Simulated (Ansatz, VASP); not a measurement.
# Mg in VASP and in Ansatz

The input INCAR:

```
ALGO = Normal ; EDIFF = 1E-6
ENCUT = 520 ; ISIF = 2
ISMEAR = 0 ; LASPH = True
LCHARG = True ; LELF = True
LREAL = False ; LVHAR = True
LWAVE = False ; NBANDS = 9
NELM = 100 ; PREC = Accurate
SIGMA = 0.15
```

KPOINTS

```
k-points
0
Gamma
  18 18 10
```

POSCAR

```
Mg
1.0
    2.9525298099      0.0000000000      0.0000000000
   -1.4762649049      2.5569658208      0.0000000000
    0.0000000000      0.0000000000      5.6271564000
Mg
2
Direct
    0.3333333333      0.6666666667      0.2500000000
    0.6666666667      0.3333333333      0.7500000000
```

Input for Ansatz:

```yaml
crystal:
  lattice:
    - [2.9525298099, 0.0, 0.0]
    - [-1.4762649049, 2.5569658208, 0.0]
    - [0.0, 0.0, 5.6271564]
  atoms:
    - { symbol: Mg, position: [0.3333333333, 0.6666666667, 0.25] }
    - { symbol: Mg, position: [0.6666666667, 0.3333333333, 0.75] }
basis:
  ecutwfc: 420
kpoints:
  mp_grid: { grid: [18, 18, 10] }
hamiltonian:
  xc: lda
scf:
  occupations: { method: gaussian, width: 0.15 }
output:
  forces: true
  stress: true
  eigenvalues: true
```

Change from the starting cell: strain -0.080 along x and y, +0.080 along z, atoms carried along.

Alike in both runs: task single point; functional LDA; k mesh 18 × 18 × 10; occupations gaussian, width 0.15 eV; no spin polarisation.

|  | VASP | Ansatz |
| --- | --- | --- |
| version | VASP 6.6.1 | Ansatz 0.2.0 |
| potentials or method | VASP PAW LDA potentials, release 64 (Mg) | scalar-relativistic, plane waves, PAW |
| plane-wave cutoff (eV) | 520 | 420 |
| valence electrons in the cell | 4 | 20 |

```csv
,VASP,Ansatz,Ansatz less VASP
gap on the k mesh at the Fermi level (eV),none,none,-
pressure (GPa),1.9,2.2,+0.31
largest component of the traceless stress (GPa),5.65,5.61,-0.042
```

A gap of «none» marks a metal or a gap that the smearing closes. The two sets of potentials don't hold the same shells in valence.
